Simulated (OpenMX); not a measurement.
Slab: MoS2, a slab with vacuum.

```
Mo S
1.0
     3.18402    0.00000    0.00000
    -1.59201    2.75744    0.00000
     0.00000    0.00000   28.38732
Mo S
3 6
Cartesian
  0.0000 1.8383 6.4770
  0.0000 1.8383 21.9103
  1.5920 0.9191 0.0000
  1.5920 0.9191 4.9250
  1.5920 0.9191 20.3590
  0.0000 1.8383 26.8355
  1.5920 0.9191 8.0283
  1.5920 0.9191 23.4623
  0.0000 1.8383 1.5518
```

| Item | Value |
| --- | --- |
| Program | OpenMX 3.8.5 |
| Task | single point |
| Functional | PBE |
| Potentials or basis | OpenMX 2013 PBE set, Mo7.0-s3p2d2, S7.0-s2p2d1f1, grid cutoff 400 Ry |
| k mesh | 11 × 11 × 1 |
| Occupations | fermi-dirac, width 0.05 eV |
| Spin | no spin polarisation |

On this cell: largest force 0.703 eV/Å; band gap on the k mesh 1.28 eV, indirect (least direct gap 1.82 eV).

The same run follows on a disturbed copy (atoms moved at random, drawn with an rms of 0.05 Å):

```
Mo S
1.0
     3.18402    0.00000    0.00000
    -1.59201    2.75744    0.00000
     0.00000    0.00000   28.38732
Mo S
3 6
Direct
  0.34495 0.66470 0.22865
  0.32821 0.68177 0.77235
  0.66587 0.33196 0.00168
  0.67104 0.34266 0.17389
  0.67131 0.34067 0.71654
  0.33615 0.67371 0.94494
  0.65334 0.32456 0.28251
  0.67760 0.33656 0.82787
  0.34318 0.67386 0.05260
```

Problem. What does the disturbed cell give?

Solution. The energy moves by +27.7 meV/atom; largest force 2.908 eV/Å; band gap on the k mesh 1.01 eV, indirect (least direct gap 1.64 eV).

Forces on the atoms (eV/Å):
```
Mo  -1.235  0.143 -0.471
Mo   1.149 -0.528 -0.155
Mo   0.258  0.538 -2.846
S    0.478 -0.310 -0.696
S   -0.456  0.219 -0.111
S    0.004 -0.215  0.158
S    0.755  0.164  1.182
S   -0.689  0.307  0.231
S   -0.263 -0.320  2.699
```

Caveats: the basis of atomic orbitals isn't converged, which shifts pressures, moduli and gaps.

A k mesh can miss the band edges.
